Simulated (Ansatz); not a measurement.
**O_i (6-fold void) in HfO2 (P2_1/c): charge-transition levels and formation energies**

Wanted: the transition levels of a self-interstitial in HfO2 (P2_1/c), from a cell of 96 host atoms with 1 O put in.

Method: place-levels on r2SCAN runs: charge-transition levels and formation energies with image-charge correction and potential alignment at the atomic sites; PAW set soft_1, in Ansatz 0.2.0.

## (1) Set-up

The cell holds 97 atoms: 32 Hf and 65 O. Cell: a = 10.229 Å, b = 10.363 Å, c = 10.593 Å, α = 90.0°, β = 99.5°, γ = 90.0°. It derives from HfO2 (space group P2_1/c). Nearest the centre at fractional (0.460, 0.238, 0.001): O97 at 0.00 Å, O57 at 1.99 Å, Hf3 at 1.99 Å, O10 at 2.02 Å, O72 at 2.02 Å, O23 at 2.09 Å, O7 at 2.22 Å, Hf61 at 2.59 Å.

The host's dielectric constants go in as inputs: principal values (4.68, 5.06, 5.10) for the electrons alone, principal values (15.30, 19.46, 21.76) with the ions, computed on the host (DFPT, PBEsol, on the r2SCAN cell), and a cell off the functional's own equilibrium shifts the ionic part.

The cell's shortest repeat is 10.2 Å.

## (2) Charge states

A transition level is the Fermi level at which two charge states cost the same, so each charge needs its own total energy, at its own relaxed structure.

Each atom starts 0.05 Å or so off its site in a random direction. Forces are taken at one point at (¼, ¼, ¼). The cell holds 2 electrons more than the neutral one, with a uniform background that keeps it neutral on the whole.

The sampling was tested on the host first: at the k-points planned (1x1x1 shifted 0.25 0.25 0.25) its energy lies 0.000 eV an atom from the dense-mesh value, under the bound of 0.02 eV set for this test; that bounds the host's error, not the defect's.

One state's input; the others differ in charge, spin, start and seed, and in occupations where the table says so.

qm2.relax/input.yaml reads:

```yaml
crystal:
  lattice:
    - [5.11472524, 0.0, 0.00439096]
    - [0.0, 5.18131434, 0.0]
    - [-0.8752188, 0.0, 5.22383757]
  atoms:
    - { symbol: Hf, position: [0.27617734, 0.45817284, 0.70826142] }
    - { symbol: Hf, position: [0.72382266, 0.95817284, 0.79173858] }
    - { symbol: Hf, position: [0.72382266, 0.54182716, 0.29173858] }
    - { symbol: Hf, position: [0.27617734, 0.04182716, 0.20826142] }
    - { symbol: O, position: [0.44799697, 0.74237157, 0.97842192] }
    - { symbol: O, position: [0.55200303, 0.24237157, 0.52157808] }
    - { symbol: O, position: [0.55200303, 0.25762843, 0.02157808] }
    - { symbol: O, position: [0.44799697, 0.75762843, 0.47842192] }
    - { symbol: O, position: [0.06994267, 0.33347536, 0.34426322] }
    - { symbol: O, position: [0.93005733, 0.83347536, 0.15573678] }
    - { symbol: O, position: [0.93005733, 0.66652464, 0.65573678] }
    - { symbol: O, position: [0.06994267, 0.16652464, 0.84426322] }
  supercell: [2, 2, 2]
  defects:
    - { interstitial: { symbol: O, position: [0.460359, 0.238119, 0.001468] } }
total_charge: -2
basis:
  ecutwfc: 500
  xc_grid: 2
hamiltonian:
  xc: r2scan
  pseudopotentials: { kind: paw, azcp: { folder: soft_1 } }
kpoints:
  mp_grid: { grid: [1, 1, 1], shift: [0.25, 0.25, 0.25] }
scf:
  occupations: { method: fixed }
  max_iter: 60
output:
  forces: true
  charged_corrections:
    epsilon: [[5.04, 0.0, 0.14], [0.0, 5.06, 0.0], [0.14, 0.0, 4.74]]
    static_epsilon: [[21.35, 0.0, 1.58], [0.0, 19.46, 0.0], [1.58, 0.0, 15.71]]
relax:
  f_tol: 0.02
  max_steps: 80
  random_displacement: { amplitude: 0.05, seed: 2864 }
checkpoint:
  write: "../qm2.relax.run"
  compress: false
  write_wavefunctions: true
  write_every: 100000
```

On the command line:

```sh
$ ansatz run input.yaml --threads 32 --pin off --max-ram 56524MiB --backend cuda --events-out ev --progress --plain --runs-dir out --max-vram 78GiB
```

Defect states can disperse in a cell of this size, so the energy is taken again at a 2×2×2 shifted mesh, on the relaxed structure.

The run of this state that the levels use, under r2SCAN:

qm2.point/input.yaml reads:

```yaml
crystal:
  checkpoint: "../qm2.relax.run"
  host: checkpoint
total_charge: -2
basis:
  ecutwfc: 500
  xc_grid: 2
hamiltonian:
  xc: r2scan
  pseudopotentials: { kind: paw, azcp: { folder: soft_1 } }
kpoints:
  mp_grid: { grid: [2, 2, 2], shift: [0.5, 0.5, 0.5] }
scf:
  occupations: { method: fermi_dirac, width: 0.01 }
  max_iter: 60
output:
  forces: true
  eigenvalues: true
  charged_corrections:
    epsilon: [[5.04, 0.0, 0.14], [0.0, 5.06, 0.0], [0.14, 0.0, 4.74]]
    static_epsilon: [[21.35, 0.0, 1.58], [0.0, 19.46, 0.0], [1.58, 0.0, 15.71]]
    defect_position: [0.460359, 0.238119, 0.001468]
  eigenstates: { localisation: true }
  populations: true
  band_densities: [{ bands: [v1, v1] }, { bands: [c1, c1] }]
  write_density: true
  write_potential: true
  volumetric_format: npy
checkpoint:
  read: "../qm2.relax.run"
  write: "../qm2.point.run"
  compress: false
  write_wavefunctions: false
  write_every: 100000
```

Relaxations under r2SCAN at one point at (¼, ¼, ¼); times on 1 × NVIDIA GB200 with 32 threads of Arm Neoverse V2, shared host:

```
charge  moment (μB)  occupations    outcome  steps  largest displacement against the far atoms (Å)  time
    −2            0        fixed  converged      8                                            0.98  14 s
    −2            2        fixed  converged     12                                            0.69  30 s
    −1            1        fixed  converged     14                                            0.69  34 s
     0            0        fixed  converged     23                                            1.43  31 s
     0            2        fixed  converged      6                                            0.42  16 s
    +1            1        fixed  converged     15                                            0.70  35 s
```

Single points under r2SCAN at a 2×2×2 shifted mesh; times on 1 × NVIDIA GB200 with 32 threads of Arm Neoverse V2, shared host:

```
charge  moment (μB)  occupations    outcome   time
    −2            0  fermi-dirac  converged  7.5 s
    −2            2  fermi-dirac  converged   19 s
    −1            1  fermi-dirac  converged   16 s
     0            0  fermi-dirac  converged  7.2 s
     0            2  fermi-dirac  converged   17 s
    +1            1  fermi-dirac  converged   16 s
```

Distances (Å) from O97 to the nearest atoms after relaxation with r2SCAN:

```
charge  moment (μB)       1.       2.       3.       4.      5.       6.
    −2            0  Hf 2.07  Hf 2.12  Hf 2.16   O 2.34  O 2.40   O 2.53
    −2            2   O 2.07  Hf 2.10  Hf 2.21  Hf 2.30  O 2.31   O 2.50
    −1            1   O 2.07  Hf 2.10  Hf 2.21  Hf 2.30  O 2.31   O 2.50
     0            0   O 1.48  Hf 2.16  Hf 2.22  Hf 2.26  O 2.41   O 2.60
     0            2   O 2.19   O 2.20   O 2.21  Hf 2.22  O 2.22  Hf 2.22
    +1            1   O 1.40  Hf 2.16   O 2.22   O 2.31  O 2.48  Hf 2.57
```

## (3) Levels against the band edges, r2SCAN

A charged cell interacts with its images and the background, and its potential has another zero than the host's. place-levels removes the first by a point-charge model, screened by the static dielectric constant since the ions have relaxed around the charge, and the second by comparing potentials at atoms far from the defect.

The host is a run of the defect-free crystal in the same cutoffs, grids and k-points, so that basis and sampling errors cancel in part in the differences. Its band edges come from a run of the primitive cell that searches the zone for them. The host is run in a cell of 24 atoms on a matching mesh. Chemical potentials are energies per atom of O (O2 molecule), run with the same functional and cutoff.

levels.point.yaml reads:

```yaml
host:
  run: host.point.run
  levels_from: { run: edges.point.run }
states: [qm2.point.run, qm2_M2.point.run, qm1_M1.point.run, q0.point.run, q0_M2.point.run, qp1_M1.point.run]
geometry_from:
  qm2.point.run: qm2.relax.run
  qm2_M2.point.run: qm2_M2.relax.run
  qm1_M1.point.run: qm1_M1.relax.run
  q0.point.run: q0.relax.run
  q0_M2.point.run: q0_M2.relax.run
  qp1_M1.point.run: qp1_M1.relax.run
  host.point.run: host.relax.run
chemical_potentials:
  O:
    energy: -565.989614
    dataset: <sha256 of the dataset>
epsilon:
  - [5.04, 0.0, 0.14]
  - [0.0, 5.06, 0.0]
  - [0.14, 0.0, 4.74]
static_epsilon:
  - [21.35, 0.0, 1.58]
  - [0.0, 19.46, 0.0]
  - [1.58, 0.0, 15.71]
vertical:
  - { from: qm2.point.run, to: qm2.point_neutral.run }
  - { from: qm2_M2.point.run, to: qm2_M2.point_neutral.run }
  - { from: qm1_M1.point.run, to: qm1_M1.point_neutral.run }
  - { from: qp1_M1.point.run, to: qp1_M1.point_neutral.run }
```

On the command line:

```sh
$ ansatz place-levels levels.point.yaml -- --threads 32 --pin off --max-ram 56524MiB --backend cuda --max-vram 78GiB
```

Numbers of over 12 decimals in the logs are rounded to 6 here.

Output:

```text
[... repeated set-up lines and file paths are left out, and long positions are rounded to six places ...]
(+1/0) 0.360 eV above the valence edge, 4.236 eV under the conduction edge
(0/-1) 1.925 eV above the valence edge, 2.671 eV under the conduction edge; not on the lower envelope
(-1/-2) 1.300 eV above the valence edge, 3.296 eV under the conduction edge; not on the lower envelope
(0/-2) 1.612 eV above the valence edge, 2.983 eV under the conduction edge: charges between them are lowest nowhere
formation energy of charge +1: +1.351 eV with the Fermi level at the valence edge
formation energy of charge 0: +1.711 eV with the Fermi level at the valence edge
formation energy of charge -1: +3.636 eV with the Fermi level at the valence edge
formation energy of charge -2: +4.936 eV with the Fermi level at the valence edge
vertical -2 to 0: no energy, since no alignment is typed
  the change from vertical[0].from (qm2.point.run) to vertical[0].to (qm2.point_neutral.run): by its potential at epsilon [[5.04, 0, 0.14], [0, 5.06, 0], [0.14, 0, 4.74]] it stands at 0.434 0.346 0.943, with an rms radius of about 5.0 Å (3.0 2.8 2.9 Å across [...]
vertical -2 to 0: no energy, since no alignment is typed
  the change from vertical[1].from (qm2_M2.point.run) to vertical[1].to (qm2_M2.point_neutral.run): by its spins about the atoms it stands at 0.464 0.356 0.067, with an rms radius of about 3.8 Å (1.9 2.3 2.3 Å across the planes of the cell's vectors); [...]
vertical -1 to 0: no energy, since no alignment is typed
  the change from vertical[2].from (qm1_M1.point.run) to vertical[2].to (qm1_M1.point_neutral.run): by its spins about the atoms it stands at 0.465 0.346 0.025, with an rms radius of about 1.8 Å (0.7 1.3 1.0 Å across the planes of the cell's vectors); [...]
vertical +1 to 0: no energy, since no alignment is typed
  the change from vertical[3].from (qp1_M1.point.run) to vertical[3].to (qp1_M1.point_neutral.run): by its potential at epsilon [[5.04, 0, 0.14], [0, 5.06, 0], [0.14, 0, 4.74]] it stands at 0.491 0.289 0.064, with an rms radius of about 1.5 Å (0.0 0.9 1.2 Å [...]
  edges by r2scan of host.levels_from (edges.point.run), its mesh sampled to repeats of 30.69 Å (the valence edge +0.092 eV and the conduction edge -0.106 eV from those of the host's own run), gap 4.596 eV; the host is sampled to repeats of 26.92 Å
  the defect's cells are sampled to repeats of 26.92 Å, like sampling
  charge +1: -540646.3115 eV with its correction of +0.170 eV, at epsilon [[21.35, 0, 1.58], [0, 19.46, 0], [1.58, 0, 15.71]], aligned at sites: +0.0645 eV, mean over 51 atomic sites at or beyond 5.11 Å from the defect at [0.4604, 0.2381, 0.0015], with [...]
  charge 0: +0.000 eV for its dipole among its images, +0.000 omitted
  charge -1: -540618.8388 eV with its correction of +0.001 eV, at epsilon [[21.35, 0, 1.58], [0, 19.46, 0], [1.58, 0, 15.71]], aligned at sites: +0.1041 eV, mean over 51 atomic sites at or beyond 5.11 Å from the defect at [0.4604, 0.2381, 0.0015], with [...]
  charge -2: -540604.9452 eV with its correction of +0.153 eV, at epsilon [[21.35, 0, 1.58], [0, 19.46, 0], [1.58, 0, 15.71]], aligned at sites: +0.1341 eV, mean over 51 atomic sites at or beyond 5.11 Å from the defect at [0.4604, 0.2381, 0.0015], with [...]
  charge 0: states[4] (q0_M2.point.run) stands 0.895 eV higher, with a moment of 2.00 μB against 0.00
  charge -2: states[1] (qm2_M2.point.run) stands 3.619 eV higher, with a moment of 2.00 μB against 0.00
  of states[5] (qp1_M1.point.run): its displacements don't fall off away from the defect: farther atoms stand 0.019 Å off the host's places. [...]
  of states[2] (qm1_M1.point.run): stability_check_not_made
  of states[0] (qm2.point.run): it parts from the run at its places by a charge that spreads by about 3 Å along one vector (1.7 Å or more is wide), by its potential at epsilon [[5.04, 0, 0.14], [0, 5.06, 0], [0.14, 0, 4.74]], taken for that of held ions (one [...]
```

Elapsed: 0.66 s, on 32 threads of Arm Neoverse V2, shared host.

Levels between the charges placed, in eV above the valence top:

```
        gap (eV)  (+1/0)  (0/−1)  (−1/−2)
r2SCAN      4.60    0.36    1.93     1.30
```

Corrections by state:

```
charge  moment (μB)  image terms and alignment (eV)  band filling (eV)                                  ε used  over the lowest of its charge, as the program ranks them, band filling apart (eV)
    +1          1.0                           0.170                  -  principal values (15.30, 19.46, 21.76)                                                                              0.000
     0          0.0                           0.000                  -                                       -                                                                              0.000
    −1          1.0                           0.001                  -  principal values (15.30, 19.46, 21.76)                                                                              0.000
    −2          0.0                           0.153                  -  principal values (15.30, 19.46, 21.76)                                                                              0.000
     0          2.0                           0.000                  -                                       -                                                                              0.895
    −2          2.0                           0.096                  -  principal values (15.30, 19.46, 21.76)                                                                              3.619
```

The charged structures listed were also run neutral, and place-levels reads from each pair, by the potential or the spins, how wide the charge is by which they differ; that can be the carrier of either run.

```
charge  rms radius (Å)  spread where it is widest against the cell (Å)  wide from (Å)  reading
    +1             1.5                                            1.21           1.81   narrow
    −1             1.8                                            1.33           1.79   narrow
    −2             5.0                                            2.96           1.75     wide
```

The neutral runs of these pairs need not share the spin of the lowest neutral state, and very wide values only mean spread over the cell.

From the program's caveats on the states, each cut to its opening words:

- charge +1 (1 μB): its displacements don't fall off away from the defect: farther atoms stand 0.019 Å off the host's places
- charge +1 (1 μB), −1 (1 μB), 0 (2 μB), −2 (2 μB): flagged: stability check not made
- charge −2: it parts from the run at its places by a charge that spreads by about 3 Å along one vector (1.7 Å or more is wide), by its potential at epsilon [[5.04, 0, [...]
- charge −2: its alignment with the host at atomic sites is doubtful: the mean over the far sites moves by -0.0554 eV from their farther parts to their nearer, more than [...]
- charge −2 (2 μB): it parts from the run at its places by a charge that spreads by about 2.3 Å along one vector (1.8 Å or more is wide), by the spins about the atoms, where the [...]
- charge −2 (2 μB): its moments are held at its close (magnetization.spin_locking), by a field of 1.330 eV a Bohr magneton, and its energy and levels are of the state that this [...]

The host's formation energy from the elements is -3.796 eV per atom; it sets how far the chemical potentials can move.

Limit set by the element alone; other compounds of these elements are not counted. Chemical potentials from the elements' reference states: Hf 0.00 eV, O -5.69 eV. Formation energy by charge state (Hf-rich; gap 4.60 eV):

```
charge  at valence top (eV)  at conduction bottom (eV)  correction included (eV)
    +1                 7.04                      11.64                      0.17
     0                 7.40                       7.40                      0.00
    −1                 9.33                       4.73                      0.00
    −2                10.63                       1.44                      0.15
```

(Fermi level (eV), lowest formation energy (eV)): (0.00, 7.04), (0.42, 7.40), (0.83, 7.40), (1.25, 7.40), (1.67, 7.29), (2.09, 6.46), (2.51, 5.61), (2.93, 4.78), (3.34, 3.94), (3.76, 3.11), (4.18, 2.27), (4.60, 1.44)

Limit set by the element alone; other compounds of these elements are not counted. Chemical potentials from the elements' reference states: O 0.00 eV, Hf -11.39 eV. Formation energies (O-rich), with the Fermi level at the valence top and at the conduction bottom (gap 4.60 eV):

```
charge  at valence top (eV)  at conduction bottom (eV)  correction included (eV)
    +1                 1.35                       5.95                      0.17
     0                 1.71                       1.71                      0.00
    −1                 3.64                      -0.96                      0.00
    −2                 4.94                      -4.26                      0.15
```

```
Fermi level (eV)  lowest formation energy (eV)
            0.00                          1.35
            0.42                          1.71
            0.83                          1.71
            1.25                          1.71
            1.67                          1.60
            2.09                          0.76
            2.51                         -0.08
            2.93                         -0.92
            3.34                         -1.75
            3.76                         -2.59
            4.18                         -3.42
            4.60                         -4.26
```

## (4) The same at the relaxations' own k-points

The relaxations' own energies give the levels at their sampling, for comparison.

levels.relax_mesh.yaml reads:

```yaml
host:
  run: host.relax.run
  levels_from: { run: edges.relax.run }
states: [qm2.relax.run, qm2_M2.relax.run, qm1_M1.relax.run, q0.relax.run, q0_M2.relax.run, qp1_M1.relax.run]
chemical_potentials:
  O:
    energy: -565.989614
    dataset: <sha256 of the dataset>
```

On the command line:

```sh
$ ansatz place-levels levels.relax_mesh.yaml -- --threads 32 --pin off --max-ram 56524MiB --backend cuda --max-vram 78GiB
```

Output:

```text
(+1/0) 0.359 eV above the valence edge, 4.237 eV under the conduction edge
[...]
formation energy of charge +1: +1.353 eV with the Fermi level at the valence edge
formation energy of charge 0: +1.712 eV with the Fermi level at the valence edge
formation energy of charge -1: +3.634 eV with the Fermi level at the valence edge
formation energy of charge -2: +4.937 eV with the Fermi level at the valence edge
  edges by r2scan of host.levels_from (edges.relax.run), its mesh sampled to repeats of 30.69 Å (the valence edge +0.096 eV and the conduction edge -0.182 eV from those of the host's own run), gap 4.596 eV; the host is sampled to repeats of 14.56 Å
[... the lines on each state left out ...]
```

The job ended after 0.22 s (32 threads).

Levels between neighbouring charges, in eV above the valence top:

```
                        gap (eV)  (+1/0)  (0/−1)  (−1/−2)
one point at (¼, ¼, ¼)      4.60    0.36    1.92     1.30
  a 2×2×2 shifted mesh      4.60    0.36    1.93     1.30
```

Going from one point at (¼, ¼, ¼) to a 2×2×2 shifted mesh moves the levels that carry no band-filling term by up to 0.00 eV and formation energies against the elements by up to 0.00 eV.

## (5) What came out

```yaml
gap_of_the_host: 4.60 eV (r2SCAN)
level_plus_1_over_0: 0.36 eV above the valence top
level_0_minus_1: 1.93 eV above the valence top, not a change between lowest states
level_minus_1_minus_2: 1.30 eV above the valence top, not a change between lowest states
level_0_minus_2: 1.61 eV above the valence top
lowest_of_the_charges_placed_just_above_the_valence_top_0p02_ev: +1
lowest_of_the_charges_placed_just_below_the_conduction_bottom_0p02_ev: −2
lowest_formation_energy_at_mid_gap_of_the_charges_run_hf_rich: 6.03 eV
lowest_formation_energy_at_mid_gap_of_the_charges_run_o_rich: 0.34 eV
```

Of the charges placed (−2, −1, 0 and +1), the lowest changes at 0.36 eV (+1/0) and 1.61 eV (0/−2) above the valence top, in a gap of 4.60 eV. (0/−2) passes over charge −1, which lies 0.31 eV above the two there; a lower structure or spin state of it, if missed, would change that. Charges above +1 and below −2 were not placed, so these runs say nothing of levels that involve them. States placed: +1 at 1 μB; 0 at 0 μB and 2 μB; −1 at 1 μB; −2 at 0 μB and 2 μB. Other spin states or structures, where not listed, weren't placed. At charge 0 the atom put in ends up to 1.4 Å from its starting place, so the name tells the start alone and the levels can join different sites. Going from one point at (¼, ¼, ¼) to a 2×2×2 shifted mesh moves the levels that carry no band-filling term by up to 0.00 eV and formation energies against the elements by up to 0.00 eV. The program doubts the alignment of potentials for at least one state, a sign that the cell is small. Keep in mind: r2SCAN makes the gap too small and tends to spread out bound carriers; where a gas molecule sets a chemical potential or the host's formation energy, its binding is uncorrected; spin–orbit coupling, which can matter with heavy atoms, is left out.

[Logs are printed without paths, hosts, clocks, repeated set-up lines and the standing remarks that a program may print on its own settings, such as how far it seeks lower states.]

[Hosts, paths, dates, database ids (printed as entryN), source tags and the programs' standing remarks are cut or masked in the printed files.]

[Where a table of states has a column of steps, it counts the stored structures, which are thinned; the runs took as many ionic steps or more.]

[A defect's name tells the site on which it was built; relaxed atoms can leave that site.]

[For some hosts the program warned that the k-mesh of the response run may be too coarse for force constants and the static dielectric constant; such warnings are not shown here.]
